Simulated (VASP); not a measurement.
Here is a VASP 6.6.1 calculation.

Contents of INCAR:

```
SYSTEM = InP
PREC = Accurate
ENCUT = 520
EDIFF = 1E-7
ISMEAR = 0
SIGMA = 0.05
LREAL = .False.
LASPH = .True.
NELM = 100
ALGO = Normal
ISIF = 2
LWAVE = .False.
LCHARG = .False.
GGA = CA
NBANDS = 16
```

Contents of KPOINTS:

```
Automatic mesh
0
Gamma
  8 8 8
  0 0 0
```

File POSCAR:

```
InP
1.0
    0.0000000000      2.9226186007      2.9226186007
    2.9226186007      0.0000000000      2.9226186007
    2.9226186007      2.9226186007      0.0000000000
In P
1 1
Direct
    0.0000000000      0.0000000000      0.0000000000
    0.7500000000      0.7500000000      0.7500000000
```

Potentials or basis: VASP PAW LDA potentials, release 64 (In_d, P).

Run with:

```console
$ cat potpaw_LDA.64/In_d/POTCAR potpaw_LDA.64/P/POTCAR > POTCAR
$ mpirun -np 1 vasp_std > vasp.out
```

**Question.** What does it give for the pressure?

**Answer.** -0.6 GPa.

**Question.** What does it give for the band gap on the k mesh?

**Answer.** 0.55 eV.

Caveat: spin-orbit coupling is left out, which moves the levels of the heavy elements.

**The experiment to reproduce.**

From a printed reference work, data compilation, for a bulk crystal of InP at 1.6 K: band gap 1.4236 eV (direct).

Measured gap of InP: 1.4236 eV (direct; 1.6 K; a printed reference work, data compilation). This calculation gives 0.55 eV (-0.87 eV). Spin-orbit coupling on In is left out. The value is that of LDA, without temperature or zero-point motion. Semilocal functionals fall short of measured gaps as a rule.
